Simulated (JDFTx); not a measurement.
# CuO (Pm-3m) in JDFTx: a series of runs, part 2 of 2

JDFTx 1.7.0 (patched build).

## 3. Relaxation of cell and atoms, PBE

The input, CuO.in:

```
lattice \
    4.8236215721     0.0000000000     0.0000000000 \
    0.0000000000     4.8236215721     0.0000000000 \
    0.0000000000     0.0000000000     4.8236215721
coords-type Cartesian
ion Cu     0.0000000000     0.0000000000     0.0000000000 1
ion O      2.4118107861     2.4118107861     2.4118107861 1

ion-species pseudo/Cu.upf
ion-species pseudo/O.upf
elec-cutoff 50 400
elec-ex-corr gga-PBE
kpoint-folding 6 6 6
elec-smearing Fermi 0.0018374661
elec-n-bands 19
electronic-SCF nIterations 100 energyDiffThreshold 1e-09
electronic-minimize nIterations 30 energyDiffThreshold 1e-7
forces-output-coords Cartesian
lattice-minimize nIterations 40 energyDiffThreshold 1e-6

dump-name run.$VAR
dump End Ecomponents EigStats BandEigs Kpoints Forces Stress
```

Potentials or basis: SPMS-PBE-1.0 with smoothed tails.

On the command line:

```bash
$ jdftx -c 1 -i CuO.in -o CuO.out
```

The program printed:

```text
*************** JDFTx 1.7.0 (patched build) ***************

Input parsed successfully to the following command list (including defaults):

basis kpoint-dependent
coords-type Cartesian
core-overlap-check vector
coulomb-interaction Periodic
davidson-band-ratio 1.1
dump End Forces BandEigs EigStats Ecomponents Stress Kpoints
dump-name run.$VAR
elec-cutoff 50 400
elec-eigen-algo Davidson
elec-ex-corr gga-PBE
elec-n-bands 19 1
elec-smearing Fermi 0.00183747
electronic-minimize  \
	dirUpdateScheme      FletcherReeves \
	linminMethod         DirUpdateRecommended \
	nIterations          30 \
	history              15 \
	knormThreshold       0 \
	maxThreshold         no \
	energyDiffThreshold  1e-07 \
	nEnergyDiff          2 \
	convergeAll          no \
	alphaTstart          1 \
	alphaTmin            1e-10 \
	updateTestStepSize   yes \
	alphaTreduceFactor   0.1 \
	alphaTincreaseFactor 3 \
	nAlphaAdjustMax      3 \
	wolfeEnergy          0.0001 \
	wolfeGradient        0.9 \
	abortOnFailedStep    no \
	fdTest               no
electronic-scf  \
	nIterations	100 \
	energyDiffThreshold	1e-09 \
	residualThreshold	1e-07 \
	mixFraction	0.5 \
	qMetric	0.8 \
	history	10 \
[... 639 lines left out ...]
SCF: Cycle:  0   F: -195.176570929021864   dF: +1.374e-09   |Residual|: 2.773e-05   |deigs|: 1.400e-07
	FillingsUpdate:  mu: +0.530417402  nElectrons: 25.000000
SCF: Cycle:  1   F: -195.176570929044829   dF: -2.296e-11   |Residual|: 2.927e-05   |deigs|: 7.582e-06
	FillingsUpdate:  mu: +0.530417325  nElectrons: 25.000000
SCF: Cycle:  2   F: -195.176570930588412   dF: -1.544e-09   |Residual|: 3.143e-06   |deigs|: 3.677e-06
	FillingsUpdate:  mu: +0.530417323  nElectrons: 25.000000
SCF: Cycle:  3   F: -195.176570930592646   dF: -4.235e-12   |Residual|: 3.315e-06   |deigs|: 1.655e-07
	FillingsUpdate:  mu: +0.530417441  nElectrons: 25.000000
SCF: Cycle:  4   F: -195.176570930596142   dF: -3.496e-12   |Residual|: 2.935e-06   |deigs|: 2.429e-07
SCF: Converged (|Delta E|<1.000000e-09 for 2 iters).

Setting wave functions to eigenvectors of Hamiltonian
LatticeMinimize: 	Wolfe criterion not satisfied: alpha: 0.167  (E-E0)/|gdotd0|: 0.0560976  gdotd/gdotd0: -0.252318 (taking cubic step)

-------- Electronic minimization -----------
Will mix electronic density at each iteration.
	FillingsUpdate:  mu: +0.530417441  nElectrons: 25.000000
	FillingsUpdate:  mu: +0.530414721  nElectrons: 25.000000
SCF: Cycle:  0   F: -195.176570930685216   dF: -3.070e-12   |Residual|: 8.715e-07   |deigs|: 1.145e-07
	FillingsUpdate:  mu: +0.530414560  nElectrons: 25.000000
SCF: Cycle:  1   F: -195.176570930680782   dF: +4.434e-12   |Residual|: 9.091e-07   |deigs|: 2.464e-07
	FillingsUpdate:  mu: +0.530414497  nElectrons: 25.000000
[... 3 further cycles ...]
SCF: Cycle:  5   F: -195.176570930681663   dF: +5.855e-12   |Residual|: 1.833e-08   |deigs|: 9.675e-08
	FillingsUpdate:  mu: +0.530414407  nElectrons: 25.000000
SCF: Cycle:  6   F: -195.176570930686893   dF: -5.230e-12   |Residual|: 5.467e-09   |deigs|: 9.270e-08
SCF: Converged (|Residual|<1.000000e-07 for 2 iters).

Setting wave functions to eigenvectors of Hamiltonian
# Lattice vectors:
R =
[      4.98256            0            0  ]
[            0      4.98256            0  ]
[            0            0      4.98256  ]
unit cell volume = 123.696
[... 19 lines left out ...]
# Energy components:
   Eewald =     -131.3831852660889581
       EH =       56.4684639201327556
     Eloc =     -130.2507379426115222
      Enl =      -57.6158316431653503
      Exc =      -25.7873688195048629
 Exc_core =        3.8525667906839716
       KE =       89.5408129331212876
-------------------------------------
     Etot =     -195.1752800274326773
       TS =        0.0012909032542153
-------------------------------------
        F =     -195.1765709306868928

LatticeMinimize: Iter:   6  F: -195.176570930686893  |grad|_K:  6.648e-06  alpha:  3.645e-02  linmin:  1.000e+00
LatticeMinimize: Converged (|Delta F|<1.000000e-06 for 2 iters).

#--- Lowdin population analysis ---
# oxidation-state Cu +0.975
# oxidation-state O -0.849

Dumping 'run.eigStats' ...
	eMin: -3.586792 at state 0 ( [ +0.000000 +0.000000 +0.000000 ] spin 0 )
	HOMO: +0.530155 at state 5 ( [ +0.000000 +0.166667 +0.333333 ] spin 0 )
	mu  : +0.530414
	LUMO: +0.532362 at state 14 ( [ +0.166667 +0.333333 +0.500000 ] spin 0 )
	eMax: +1.463130 at state 8 ( [ +0.000000 +0.333333 +0.500000 ] spin 0 )
	HOMO-LUMO gap: +0.002207
	Optical gap  : +0.020939 at state 18 ( [ +0.333333 +0.500000 +0.500000 ] spin 0 )
Done!
```

Wall time 96 s (1 thread of Arm Neoverse V1, shared host); peak memory 0.08 GiB.

What came out:

* Free energy: -5311.0251 eV
* Relaxed volume: 9.16 Å³/atom
* Relaxed cell: a = 2.637 Å, b = 2.637 Å, c = 2.637 Å, α = 90.00°, β = 90.00°, γ = 90.00°
* Space group after relaxing (to 0.05 Å): Pm-3m (No. 221)
* Energy gained by relaxing: 51.5 meV/atom
* Ionic steps: 7
* Pressure after relaxing: 0.0 GPa
* Band gap on the k mesh: none (metal or under the smearing width)
* Loewdin charges: Cu +0.97; O -0.85 e

Step by step:
| step | energy change (eV) | largest force (eV/Å) | pressure (GPa) | volume (Å³) |
| --- | --- | --- | --- | --- |
| 1 | 0.0000 | 0.0000 | 21.33 | 16.63 |
| 2 | -0.0218 | 0.0000 | 18.57 | 16.81 |
| 3 | -0.1010 | 0.0000 | 2.53 | 18.07 |
| 4 | -0.1029 | 0.0000 | 0.41 | 18.29 |
| 5 | -0.1030 | 0.0000 | 0.08 | 18.32 |
| 6 | -0.1030 | 0.0000 | -0.01 | 18.33 |
| 7 | -0.1030 | 0.0000 | 0.00 | 18.33 |

Final structure:
```yaml
crystal:
  lattice:
    - [2.63666, 0.00000, 0.00000]
    - [0.00000, 2.63666, 0.00000]
    - [0.00000, 0.00000, 2.63666]
  atoms:
    - { symbol: Cu, position: [0.00000, 0.00000, 0.00000] }
    - { symbol: O, position: [0.50000, 0.50000, 0.50000] }
```

Caveat: the k mesh is coarse (spacing up to 0.41 Å⁻¹), so the values aren't converged; the plane waves are those of the starting cell, so after so large a change of volume the result is rough; an odd number of electrons without spin polarisation forces a metal; a magnetic or distorted state may lie lower; the run has no spin polarisation, though such a crystal can be magnetic; semilocal functionals often make such compounds metallic where correlation or magnetic order opens a gap, which also shifts bond lengths. With open d or f shells a metallic result of PBE can be an artefact of self-interaction; +U or a hybrid may open a gap.

## 4. Relaxation of cell and atoms, PBE

Edit CuO.in of step 3 so:

```diff
@@ -10,3 +10,3 @@
 ion-species pseudo/O.upf
-elec-cutoff 50 400
+elec-cutoff 46 368
 elec-ex-corr gga-PBE
@@ -21,2 +21,2 @@
 dump-name run.$VAR
-dump End Ecomponents EigStats BandEigs Kpoints Forces Stress
+dump End Ecomponents EigStats BandEigs Kpoints Forces Stress ElecDensity Dtot KEdensity
```

Potentials or basis: Ansatz-NC-SR-PBE with smoothed tails.

On the command line:

```bash
$ jdftx -c 1 -i CuO.in -o CuO.out
```

Run time: 82 s. Hardware: 1 thread of Arm Neoverse V1, shared host; peak memory 0.08 GiB.

Results (log left out):

```
Free energy                            : -5489.7687 eV
Relaxed volume                         : 9.12 Å³/atom
Relaxed cell                           : a = 2.632 Å, b = 2.632 Å, c = 2.632 Å, α = 90.00°, β = 90.00°, γ = 90.00°
Space group after relaxing (to 0.05 Å) : Pm-3m (No. 221)
Energy gained by relaxing              : 48.6 meV/atom
Ionic steps                            : 6
Pressure after relaxing                : 0.0 GPa
Band gap on the k mesh                 : none (metal or under the smearing width)
Loewdin charges                        : Cu +0.97; O -0.85 e
```

The path:
```csv
step,energy change (eV),largest force (eV/Å),pressure (GPa),volume (Å³)
1,0.0000,0.0000,20.89,16.63
2,-0.0209,0.0000,18.19,16.80
3,-0.0958,0.0000,2.11,18.04
4,-0.0971,0.0000,0.25,18.21
5,-0.0971,0.0000,0.04,18.23
6,-0.0971,0.0000,0.01,18.23
```

Final structure:
```
Cu O
1.0
     2.63206    0.00000    0.00000
     0.00000    2.63206    0.00000
     0.00000    0.00000    2.63206
Cu O
1 1
Direct
  0.00000 0.00000 0.00000
  0.50000 0.50000 0.50000
```

Levels at points of the mesh, in eV from the Fermi level:
| k point | band 11 | band 12 | band 13 | band 14 | band 15 |
| --- | --- | --- | --- | --- | --- |
| (0.00, 0.00, 0.00) | -1.55 | -1.55 | -1.55 | 0.71 | 15.71 |
| (0.00, 0.00, 0.50) | -1.08 | 0.39 | 0.39 | 6.42 | 7.85 |
| (0.00, 0.50, 0.50) | -1.99 | -1.10 | -0.92 | 5.20 | 11.32 |
| (0.50, 0.50, 0.50) | 0.31 | 0.31 | 0.31 | 7.00 | 7.00 |

Caveat: the k mesh is coarse (spacing up to 0.41 Å⁻¹), so the values aren't converged; the plane waves are those of the starting cell, so after so large a change of volume the result is rough; an odd number of electrons without spin polarisation forces a metal; a magnetic or distorted state may lie lower; the run has no spin polarisation, though such a crystal can be magnetic; semilocal functionals often make such compounds metallic where correlation or magnetic order opens a gap, which also shifts bond lengths.

## 5. The runs side by side

| potentials or basis | cutoff (eV) | gap on the mesh (eV) | pressure (GPa) | relaxed volume (Å³/atom) |
| --- | --- | --- | --- | --- |
| SG15-PBE-1.2 with smoothed tails | 1361 | none | 0.0 | 9.16 |
| SPMS-PBE-1.0 with smoothed tails | 1361 | none | 0.0 | 9.16 |
| Ansatz-NC-SR-PBE with smoothed tails | 1252 | none | 0.0 | 9.12 |

Alike in all rows: task relaxation of cell and atoms; level PBE; no spin polarisation; cell relaxed; k mesh 6 × 6 × 6; smearing fermi-dirac 0.05 eV; the mesh is coarse, so values aren't converged.

Caveats: all runs use coarse meshes; the plane waves are those of the starting cell, so after so large a change of volume the result is rough; an odd number of electrons without spin polarisation forces a metal; a magnetic or distorted state may lie lower; the run has no spin polarisation, though such a crystal can be magnetic; semilocal functionals often make such compounds metallic where correlation or magnetic order opens a gap, which also shifts bond lengths.

Absolute energies hang on the potentials; compare differences alone.
